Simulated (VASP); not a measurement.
# NiO (Fm-3m) in VASP: notebook

One crystal, NiO, is run at these levels: PBE+U; tasks: relaxation of cell and atoms, band structure.

Everything below comes from runs of VASP 6.6.1. Logs are shortened: lines on timing, memory, paths and dates and some standing lists are left out, and cuts for length are marked.

### 1 The crystal as given

It takes space group Fm-3m (No. 225, cubic). The conventional cell has a = 4.172 Å, b = 4.172 Å, c = 4.172 Å, α = 90.00°, β = 90.00°, γ = 90.00°. Ni (site symmetry m-3m) has 6 O at 2.09 Å as nearest neighbours. Around O (site symmetry m-3m) lie 6 Ni at 2.09 Å.

### 2 Relaxation of cell and atoms, PBE+U, collinear spin, ferromagnetic start

File INCAR:

```
PREC     = Accurate       # precision mode
ENCUT    = 600            # plane-wave cutoff, eV
EDIFF    = 1E-6           # SCF threshold, eV
ISMEAR   = 0              # smearing method
SIGMA    = 0.03           # smearing width, eV
LREAL    = False          # projectors in reciprocal space
LASPH    = True           # aspherical terms in the spheres
NELM     = 150            # most SCF steps
ALGO     = Normal         # electronic algorithm
ISIF     = 3              # what is computed and relaxed
LWAVE    = False          # write WAVECAR
LCHARG   = False          # write CHGCAR
ISPIN    = 2              # spin polarisation
MAGMOM   = 2 0            # initial moments
LORBIT   = 11             # projections on sites
LMAXMIX  = 4              # l up to which the mixer works
LDAU     = True           # DFT+U
LDAUTYPE = 2            
LDAUL    = 2 -1           # shell
LDAUU    = 6.2 0          # U, eV
LDAUJ    = 0 0          
LDAUPRINT= 1            
GGA      = PE             # functional
IBRION   = 2              # ionic algorithm
NSW      = 90             # ionic steps
EDIFFG   = -0.01          # ionic threshold
AMIX     = 0.2          
BMIX     = 1E-4         
AMIX_MAG = 0.8          
BMIX_MAG = 1E-4
```

File KPOINTS:

```
regular mesh
0
Gamma
  12 12 12
```

File POSCAR:

```
NiO
1.0
    0.0000000000      2.0859016400      2.0859016400
    2.0859016400      0.0000000000      2.0859016400
    2.0859016400      2.0859016400      0.0000000000
Ni O
1 1
Direct
    0.0000000000      0.0000000000      0.0000000000
    0.5000000000      0.5000000000      0.5000000000
```

Potentials or basis: VASP PAW PBE potentials, release 64 (Ni, O).

Run with:

```bash
$ cat potpaw_PBE.64/Ni/POTCAR potpaw_PBE.64/O/POTCAR > POTCAR
$ mpirun -np 1 vasp_std > vasp.out
```

OUTCAR:

```text
PREC = Accurate
   ENCUT = 600
   EDIFF = 1E-6
   ISMEAR = 0
   LREAL = False
   LASPH = True
   NELM = 150
   ISIF = 3
   ISPIN = 2
   LORBIT = 11
   GGA = PE
   IBRION = 2
   NSW = 90
   EDIFFG = -0.01
   AMIX = 0.2
   AMIX_MAG = 0.8

 ion  position               nearest neighbor table
   1  0.000  0.000  0.000-   2 2.09   2 2.09   2 2.09   2 2.09   2 2.09   2 2.09
   2  0.500  0.500  0.500-   1 2.09   1 2.09   1 2.09   1 2.09   1 2.09   1 2.09

  LATTYP: Found a face centered cubic cell.
 ALAT       =     4.1718032800

  Lattice vectors:

 A1 = (   0.0000000000,   2.0859016400,   2.0859016400)
 A2 = (   2.0859016400,   0.0000000000,   2.0859016400)
 A3 = (   2.0859016400,   2.0859016400,   0.0000000000)

Analysis of symmetry for initial positions (statically):
=====================================================================
 Subroutine PRICEL returns:
 Original cell was already a primitive cell.

 Routine SETGRP: Setting up the symmetry group for a
 face centered cubic supercell.

 Subroutine GETGRP returns: Found 48 space group operations
 (whereof 48 operations were pure point group operations)
 out of a pool of 48 trial point group operations.

The static configuration has the point symmetry O_h .

Analysis of symmetry for dynamics (positions and initial velocities):
=====================================================================
 Subroutine PRICEL returns:
 Original cell was already a primitive cell.

 Routine SETGRP: Setting up the symmetry group for a
 face centered cubic supercell.

 Subroutine GETGRP returns: Found 48 space group operations
 (whereof 48 operations were pure point group operations)
 out of a pool of 48 trial point group operations.

The dynamic configuration has the point symmetry O_h .

Analysis of structural, dynamic, and magnetic symmetry:
=====================================================================
 Subroutine PRICEL returns:
 Original cell was already a primitive cell.

 Routine SETGRP: Setting up the symmetry group for a
 face centered cubic supercell.

 Subroutine GETGRP returns: Found 48 space group operations
 (whereof 48 operations were pure point group operations)
 out of a pool of 48 trial point group operations.

The overall configuration has the point symmetry O_h .

 Subroutine INISYM returns: Found 48 space group operations
 (whereof 48 operations are pure point group operations),
 and found     1 'primitive' translations

----------------------------------------------------------------------------------------

                                     Primitive cell

  volume of cell :      18.1515

  direct lattice vectors                    reciprocal lattice vectors
     0.000000000  2.085901640  2.085901640    -0.239704495  0.239704495  0.239704495
     2.085901640  0.000000000  2.085901640     0.239704495 -0.239704495  0.239704495
     2.085901640  2.085901640  0.000000000     0.239704495  0.239704495 -0.239704495

  length of vectors
     2.949910389  2.949910389  2.949910389     0.415180365  0.415180365  0.415180365

  position of ions in fractional coordinates (direct lattice)
     0.000000000  0.000000000  0.000000000
     0.500000000  0.500000000  0.500000000

  ion indices of the primitive-cell ions
   primitive index   ion index
                 1           1
                 2           2

----------------------------------------------------------------------------------------

 KPOINTS: regular mesh

Automatic generation of k-mesh.
 Grid dimensions read from file:
 generate k-points for:   12   12   12

 Generating k-lattice:

  Cartesian coordinates                     Fractional coordinates (reciprocal lattice)
    -0.019975375  0.019975375  0.019975375     0.083333333  0.000000000  0.000000000
     0.019975375 -0.019975375  0.019975375     0.000000000  0.083333333  0.000000000
     0.019975375  0.019975375 -0.019975375     0.000000000  0.000000000  0.083333333

  Length of vectors
[... 38 lines left out ...]
   number of dos      NEDOS =    301   number of ions     NIONS =      2
   total plane-waves  NPLWV =  13824
   dimension x,y,z NGX =    24 NGY =   24 NGZ =   24
   dimension x,y,z NGXF=    48 NGYF=   48 NGZF=   48
   ions per type =               1   1
   NGX,Y,Z   is equivalent  to a cutoff of  13.53, 13.53, 13.53 a.u.
   NGXF,Y,Z  is equivalent  to a cutoff of  27.05, 27.05, 27.05 a.u.
 SYSTEM =  unknown system
   PREC   = accura    normal or accurate (medium, high low for compatibility)
   ISTART =      0    job   : 0-new  1-cont  2-samecut
   ICHARG =      2    charge: 1-file 2-atom 10-const
   ISPIN  =      2    spin polarized calculation?
   LNONCOLLINEAR =      F non collinear calculations
   LSORBIT =      F    spin-orbit coupling
   LASPH  =      T    aspherical Exc in radial PAW
   ENCUT  =  600.0 eV  44.10 Ry    6.64 a.u.   5.89  5.89  5.89*2*pi/ulx,y,z
   NELM   =    150;   NELMIN=  2; NELMDL= -5     # of ELM steps
   EDIFF  = 0.1E-05   stopping-criterion for ELM
   LREAL  =      F    real-space projection
   EDIFFG = -.1E-01   stopping-criterion for IOM
   NSW    =     90    number of steps for IOM
   IBRION =      2    ionic relax: 0-MD 1-quasi-New 2-CG
   NFREE  =      1    steps in history (QN), initial steepest desc. (CG)
   ISIF   =      3    stress and relaxation
   ISYM   =      2    0-nonsym 1-usesym 2-fastsym
   POTIM  = 0.5000    time-step for ionic-motion
   TEBEG  =    0.0;   TEEND  =   0.0 temperature during run
   PSTRESS=    0.0 pullay stress
   NELECT =      16.0000    total number of electrons
   NUPDOWN=      -1.0000    fix difference up-down
   EMIN   =  10.00;   EMAX   =-10.00  energy-range for DOS
   EFERMI =   0.00;   METHOD = LEGACY
   ISMEAR =     0;   SIGMA  =   0.03  broadening in eV -4-tet -1-fermi 0-gaus
   EFERMI_NEDOS =   21; number of points for ismear=-14 and -15
   IALGO  =     38    algorithm
   IMIX   =      4    mixing-type and parameters
     AMIX     =   0.20;   BMIX     =  0.00
     AMIX_MAG =   0.80;   BMIX_MAG =  0.00
  volume/ion in A,a.u.               =       9.08        61.25
  Fermi-wavevector in a.u.,A,eV,Ry     =   1.569680  2.966264 33.523312  2.463894
  Thomas-Fermi vector in A             =   2.671526
   LORBIT       =     11    0 simple, 1 ext, 2 COOP (PROOUT), +10 PAW based schemes
 LDA+U is selected, type is set to LDAUTYPE =  2
   angular momentum for each species LDAUL =     2   -1
   U (eV)           for each species LDAUU =   6.2  0.0
   J (eV)           for each species LDAUJ =   0.0  0.0
   GGA     = PE    functional components
   LHFCALC =     F    Hartree Fock is set to
   AEXX    =    0.0000 exact exchange contribution
   IVDW    =     0    specifies the selected vdW correction
   LEPSILON=     F    determine dielectric tensor
   LRPA    =     F    only Hartree local field effects (RPA)
 conjugate gradient relaxation of ions
 spin polarized calculation
 Gauss-broadening in eV      SIGMA  =   0.03
  energy-cutoff  :      600.00
  volume of cell :       18.15
 maximum number of plane-waves:       620
   NGX = 11   NGY = 11   NGZ = 11

--------------------------------------- Ionic step        1  -------------------------------------------

 number of electron      16.0000001 magnetization       1.9999997

 Free energy of the ion-electron system (eV)
  ---------------------------------------------------
  ext. energy  EPLUGINS =         0.00000000
  ---------------------------------------------------
  free energy    TOTEN  =       -10.16409405 eV

  energy without entropy =      -10.16409405  energy(sigma->0) =      -10.16409405

------------------------ aborting loop because EDIFF is reached ----------------------------------------

  FORCE on cell =-STRESS in cart. coord.  units (eV):
  Direction    XX          YY          ZZ          XY          YZ          ZX
  --------------------------------------------------------------------------------------
  -------------------------------------------------------------------------------------
  Total        0.3605678      0.3605678      0.3605678      0.0000000      0.0000000     -0.0000000
  in kB       31.8262919     31.8262919     31.8262919      0.0000000      0.0000000     -0.0000000
  external PRESSURE =      31.8262919 kB  Pullay stress =       0.0000000 kB
[... 53 lines left out ...]
  FREE ENERGIE OF THE ION-ELECTRON SYSTEM (eV)
  ---------------------------------------------------
  free  energy   TOTEN  =       -10.1663420802 eV

  energy  without entropy=      -10.1663420802  energy(sigma->0) =      -10.16634208

atom =   1  type =  1  l = 2

 onsite density matrix

spin component  1

  0.9833 -0.0000 -0.0000 -0.0000 -0.0000
 -0.0000  0.9833 -0.0000 -0.0000  0.0000
 -0.0000 -0.0000  1.0356 -0.0000  0.0000
 -0.0000 -0.0000 -0.0000  0.9833  0.0000
 -0.0000  0.0000  0.0000  0.0000  1.0356

spin component  2

  0.9819 -0.0000  0.0000 -0.0000 -0.0000
 -0.0000  0.9819 -0.0000 -0.0000  0.0000
  0.0000 -0.0000  0.1362  0.0000  0.0000
 -0.0000 -0.0000  0.0000  0.9819 -0.0000
 -0.0000  0.0000  0.0000 -0.0000  0.1362

 occupancies and eigenvectors

  o =  0.1362  v =  0.0000  0.0000  0.0000  0.0000  0.0000  0.0000 -0.0000  1.0000 -0.0000 -0.0031      0.0000  0.0000  0.0000  0.0000  0.0000  0.0000  0.0000  0.0000  0.0000  0.0000
  o =  0.1362  v =  0.0000  0.0000  0.0000  0.0000  0.0000  0.0000  0.0000  0.0031 -0.0000  1.0000      0.0000  0.0000  0.0000  0.0000  0.0000  0.0000  0.0000  0.0000  0.0000  0.0000
  o =  0.9819  v =  0.0000  0.0000  0.0000  0.0000  0.0000  1.0000  0.0000  0.0000  0.0000  0.0000      0.0000  0.0000  0.0000  0.0000  0.0000  0.0000  0.0000  0.0000  0.0000  0.0000
  o =  0.9819  v =  0.0000  0.0000  0.0000  0.0000  0.0000  0.0000  0.8666  0.0000  0.4990  0.0000      0.0000  0.0000  0.0000  0.0000  0.0000  0.0000  0.0000  0.0000  0.0000  0.0000
  o =  0.9819  v =  0.0000  0.0000  0.0000  0.0000  0.0000  0.0000  0.4990  0.0000 -0.8666  0.0000      0.0000  0.0000  0.0000  0.0000  0.0000  0.0000  0.0000  0.0000  0.0000  0.0000
  o =  0.9833  v =  1.0000  0.0000  0.0000  0.0000  0.0000  0.0000  0.0000  0.0000  0.0000  0.0000      0.0000  0.0000  0.0000  0.0000  0.0000  0.0000  0.0000  0.0000  0.0000  0.0000
  o =  0.9833  v =  0.0000 -0.9973 -0.0000 -0.0740  0.0000  0.0000  0.0000  0.0000  0.0000  0.0000      0.0000  0.0000  0.0000  0.0000  0.0000  0.0000  0.0000  0.0000  0.0000  0.0000
  o =  0.9833  v =  0.0000 -0.0740  0.0000  0.9973 -0.0000  0.0000  0.0000  0.0000  0.0000  0.0000      0.0000  0.0000  0.0000  0.0000  0.0000  0.0000  0.0000  0.0000  0.0000  0.0000
  o =  1.0356  v =  0.0000  0.0000 -0.9957  0.0000  0.0930  0.0000  0.0000  0.0000  0.0000  0.0000      0.0000  0.0000  0.0000  0.0000  0.0000  0.0000  0.0000  0.0000  0.0000  0.0000
  o =  1.0356  v =  0.0000  0.0000  0.0930  0.0000  0.9957  0.0000  0.0000  0.0000  0.0000  0.0000      0.0000  0.0000  0.0000  0.0000  0.0000  0.0000  0.0000  0.0000  0.0000  0.0000

--------------------------------------- Ionic step        3  -------------------------------------------

 number of electron      16.0000010 magnetization       2.0000001

 Free energy of the ion-electron system (eV)
  ---------------------------------------------------
  ext. energy  EPLUGINS =         0.00000000
  ---------------------------------------------------
  free energy    TOTEN  =       -10.16716864 eV

  energy without entropy =      -10.16716864  energy(sigma->0) =      -10.16716864

 E-fermi :   6.7583     XC(G=0): -12.5664

 val. band max:        6.6171261332   @ k =   0.5000   0.0000   0.0000
 cond. band min:       9.1658319969   @ k =   0.0000   0.0000   0.0000
 fundamental gap:      2.5487058637
 Fermi energy:         6.7583132301

 spin component 1

 k-point     1 :       0.0000    0.0000    0.0000
  band No.  band energies     occupation
      1     -12.1291      1.00000
      2       0.5058      1.00000
      3       0.5058      1.00000
      4       1.6208      1.00000
      5       1.6209      1.00000
      6       1.6209      1.00000
      7       5.2503      1.00000
      8       5.2503      1.00000
      9       5.2503      1.00000
     10       9.2784      0.00000
     11      24.4532      0.00000
     12      24.4533      0.00000
[... 786 lines left out ...]
  FREE ENERGIE OF THE ION-ELECTRON SYSTEM (eV)
  ---------------------------------------------------
  free  energy   TOTEN  =       -10.1671686378 eV

  energy  without entropy=      -10.1671686378  energy(sigma->0) =      -10.16716864

 reached required accuracy - stopping structural energy minimisation

 total charge

# of ion       s       p       d       tot
------------------------------------------
    1        0.340   0.415   8.213   8.969
    2        1.544   3.479   0.000   5.023
--------------------------------------------------
tot          1.884   3.894   8.213  13.992

 magnetization (x)

# of ion       s       p       d       tot
------------------------------------------
    1        0.012   0.013   1.800   1.824
    2        0.017   0.152   0.000   0.169
--------------------------------------------------
tot          0.029   0.165   1.800   1.994
```

Wall time 32 s (1 thread of Intel Xeon 6975P-C (Granite Rapids), shared host); peak memory 0.18 GiB.

Results:

- Free energy: -10.1672 eV
- Relaxed volume: 9.23 Å³/atom
- Relaxed cell: a = 2.967 Å, b = 2.967 Å, c = 2.967 Å, α = 60.00°, β = 60.00°, γ = 60.00°
- Space group after relaxing (to 0.05 Å): Fm-3m (No. 225)
- Energy gained by relaxing: 1.5 meV/atom
- Ionic steps: 3
- Pressure after relaxing: 0.0 GPa
- Band gap on the k mesh: 2.55 eV, indirect (least direct gap 3.19 eV)
- Net moment: 2.00 μB per cell
- Site moments: Ni +1.82; O +0.17 μB
- Valence electrons inside the program's atomic spheres: Ni 8.97; O 5.02

Step by step:
```
step  energy change (eV)  largest force (eV/Å)  pressure (GPa)  volume (Å³)
   1              0.0000                0.0000            3.18        18.15
   2             -0.0022                0.0000           -1.53        18.63
   3             -0.0031                0.0000            0.05        18.46
```

Final structure:
```cif
data_structure
_symmetry_space_group_name_H-M 'P 1'
_symmetry_Int_Tables_number 1
_cell_length_a 2.9668
_cell_length_b 2.9668
_cell_length_c 2.9668
_cell_angle_alpha 60.000
_cell_angle_beta 60.000
_cell_angle_gamma 60.000
_cell_volume 18.46
loop_
_atom_site_label
_atom_site_type_symbol
_atom_site_fract_x
_atom_site_fract_y
_atom_site_fract_z
_atom_site_occupancy
Ni1 Ni 0.00000 0.00000 0.00000 1
O1 O 0.50000 0.50000 0.50000 1
```

Levels at points of the mesh, in eV from the valence-band top:
Spin up:
| k point | band 6 | band 7 | band 8 | band 9 | band 10 | band 11 | band 12 | band 13 |
| --- | --- | --- | --- | --- | --- | --- | --- | --- |
| (0.00, 0.00, 0.00) | -5.00 | -1.37 | -1.37 | -1.37 | 2.66 | 17.84 | 17.84 | 17.84 |
| (0.50, 0.00, 0.00) | -4.50 | -3.11 | 0.00 | 0.00 | 6.72 | 11.03 | 14.92 | 14.92 |
| (0.50, 0.50, 0.00) | -4.19 | -4.19 | -2.72 | -2.72 | 6.98 | 11.48 | 11.86 | 17.61 |
Spin down:
```tsv
k point	band 3	band 4	band 5	band 6	band 7	band 8	band 9	band 10	band 11	band 12
(0.00, 0.00, 0.00)	-4.00	-4.00	-1.03	-1.03	-1.03	2.55	2.55	3.01	18.10	18.10
(0.50, 0.00, 0.00)	-4.02	-4.02	-2.21	-1.95	-1.95	4.85	4.85	6.90	11.48	15.31
(0.50, 0.50, 0.00)	-4.72	-3.11	-3.11	-2.40	-2.40	2.99	3.42	7.62	11.77	12.12
```

Eigenvalues of the final occupation matrices:
| site | spin | trace | eigenvalues |
| --- | --- | --- | --- |
| site 1 d | 1 | 5.02 | 0.98 0.98 0.98 1.04 1.04 |
| site 1 d | 2 | 3.22 | 0.14 0.14 0.98 0.98 0.98 |

Caveat: a cell with one magnetic atom can't hold antiferromagnetic order, which such compounds often take.

### 3 Relaxation of cell and atoms, PBE+U, collinear spin, ferromagnetic start

This run uses another cell than the first one, of 9.23 Å³/atom, 1.017 times its volume.

Edit INCAR of step 2 so:

```diff
@@ -2,3 +2,3 @@
 ENCUT    = 600            # plane-wave cutoff, eV
-EDIFF    = 1E-6           # SCF threshold, eV
+EDIFF    = 1E-7           # SCF threshold, eV
 ISMEAR   = 0              # smearing method
@@ -25,3 +25,3 @@
 NSW      = 90             # ionic steps
-EDIFFG   = -0.01          # ionic threshold
+EDIFFG   = -0.005         # ionic threshold
 AMIX     = 0.2
```

KPOINTS is that of step 2.

File POSCAR:

```
NiO                                     
1.0
    0.0000000000      2.0978138330      2.0978138330
    2.0978138330      0.0000000000      2.0978138330
    2.0978138330      2.0978138330     -0.0000000000
  Ni              O             
     1     1
Direct
     0.0000000000000000    0.0000000000000000    0.0000000000000000
     0.5000000000000000    0.5000000000000000    0.5000000000000000
```

Potentials or basis: VASP PAW PBE potentials, release 64 (Ni, O).

Run with:

```bash
$ cat potpaw_PBE.64/Ni/POTCAR potpaw_PBE.64/O/POTCAR > POTCAR
$ mpirun -np 1 vasp_std > vasp.out
```

Wall time 18 s (1 thread of Intel Xeon 6975P-C (Granite Rapids), shared host); peak memory 0.17 GiB.

Results (log left out):

- Free energy: -10.1680 eV
- Pressure after relaxing: 0.0 GPa
- Band gap on the k mesh: 2.55 eV, indirect (least direct gap 3.19 eV)
- Net moment: 2.00 μB per cell
- Site moments: Ni +1.82; O +0.17 μB
- Valence electrons inside the program's atomic spheres: Ni 8.97; O 5.02

Final structure:
```
Ni O
1.0
     0.00000    2.09781    2.09781
     2.09781    0.00000    2.09781
     2.09781    2.09781    0.00000
Ni O
1 1
Direct
  0.00000 0.00000 0.00000
  0.50000 0.50000 0.50000
```

Levels at points of the mesh, in eV from the valence-band top:
Spin up:
```
           k point  band 6  band 7  band 8  band 9  band 10  band 11  band 12  band 13
(0.00, 0.00, 0.00)   -5.00   -1.37   -1.37   -1.37     2.66    17.84    17.84    17.84
(0.50, 0.00, 0.00)   -4.50   -3.10    0.00    0.00     6.72    11.03    14.93    14.93
(0.50, 0.50, 0.00)   -4.19   -4.19   -2.72   -2.72     6.98    11.48    11.86    17.61
```
Spin down:
```tsv
k point	band 4	band 5	band 6	band 7	band 8	band 9	band 10	band 11
(0.00, 0.00, 0.00)	-4.00	-1.03	-1.03	-1.03	2.55	2.55	3.01	18.10
(0.50, 0.00, 0.00)	-4.02	-2.21	-1.95	-1.95	4.85	4.85	6.90	11.48
(0.50, 0.50, 0.00)	-3.11	-3.11	-2.40	-2.40	2.99	3.42	7.62	11.77
```

Eigenvalues of the final occupation matrices:
```csv
site,spin,trace,eigenvalues
site 1 d,1,5.02,0.98 0.98 0.98 1.04 1.04
site 1 d,2,3.22,0.14 0.14 0.98 0.98 0.98
```

Caveat: the relaxation stopped at its first step, so nothing moved; a cell with one magnetic atom can't hold antiferromagnetic order, which such compounds often take. The state reached can hang on the start; a lower one may exist.

(Part 1 of 2 ends here.)
